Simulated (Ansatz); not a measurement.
# TiPt3 under changes of volume

One of the cells (14.796 Å³/atom); the others are scaled copies at fixed shape and fractional positions:

```
CELL_PARAMETERS angstrom
3.89700 0.00000 0.00000
0.00000 3.89700 0.00000
0.00000 0.00000 3.89700
ATOMIC_POSITIONS crystal
Pt 0.50000 0.50000 0.00000
Pt 0.50000 0.00000 0.50000
Pt 0.00000 0.50000 0.50000
Ti 0.00000 0.00000 0.00000
```

| Item | Value |
| --- | --- |
| Program | Ansatz 0.2.0 |
| Functional | PBEsol |
| Potentials or basis | Ansatz PAW |
| Cutoff | 420 eV (not typed: the program's choice for these potentials) |
| k mesh | 7 × 7 × 7 |
| Occupations | fermi-dirac, width 0.05 eV |
| Spin | no spin polarisation |

```csv
volume (Å³/atom),energy over the lowest point (meV/atom),pressure (GPa)
13.908,?,?
14.204,23.27,12.6
14.500,6.06,6.2
14.796,0.00,0.5
15.091,3.85,-4.6
15.387,16.49,-9.0
15.683,36.93,-13.0
```

Q: What does the run at 13.908 Å³/atom give?

A: Energy over the lowest point 53.06 meV/atom; pressure 19.8 GPa.

Worked out: A Birch-Murnaghan fit of order 3 (a polynomial in V^(-2/3)) to the other rows has its minimum at 14.82 Å³/atom with B0 = V·E''(V) = 266 GPa and B' = 5.0. It gives 53.09 meV/atom at 13.908 Å³/atom, against the run's 53.06, and -dE/dV = 19.8 GPa, against 19.8.

Energies are extrapolated to zero smearing.

Caveats: the PAW data sets come from PBE, with cores solved anew for the run's functional, which leaves a small shift of forces and pressure.
